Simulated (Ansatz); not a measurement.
ZrO$_{2}$:
```
CELL_PARAMETERS angstrom
      0.00000     2.54470     2.54470
      2.54470     0.00000     2.54470
      2.54470     2.54470     0.00000
ATOMIC_POSITIONS crystal
  Zr 0.00000 0.00000 0.00000
  O  0.25000 0.25000 0.25000
  O  0.75000 0.75000 0.75000
```

Relaxed with r²SCAN.

**Question.** Give the optical modes at the zone centre with their infrared and Raman activity from DFPT, r²SCAN in the plane-wave PAW code Ansatz.

**Answer.** Transverse frequencies, without the LO–TO term; a row sums one degenerate level.

```
ω (cm⁻¹)  degeneracy  IR ((D/Å)²/amu)  Raman (Å⁴/amu)  activity  symmetry
--------  ----------  ---------------  --------------  --------  --------
243                3            94.42               0        IR       T1u
574                3             0.00              86     Raman       T2g
```

**Question.** How high does the top mode go among those that the LO–TO term moves?

**Answer.** 665 cm⁻¹ for q along x.

Space group Fm-3m (fluorite). This is a known high-temperature phase of the composition, computed here at zero pressure and temperature. The cell was relaxed with r²SCAN under the symmetry of its start. At this level the phase is dynamically unstable (imaginary phonons). The run is not spin-polarised.

Potentials: the later of the program's two PAW sets.
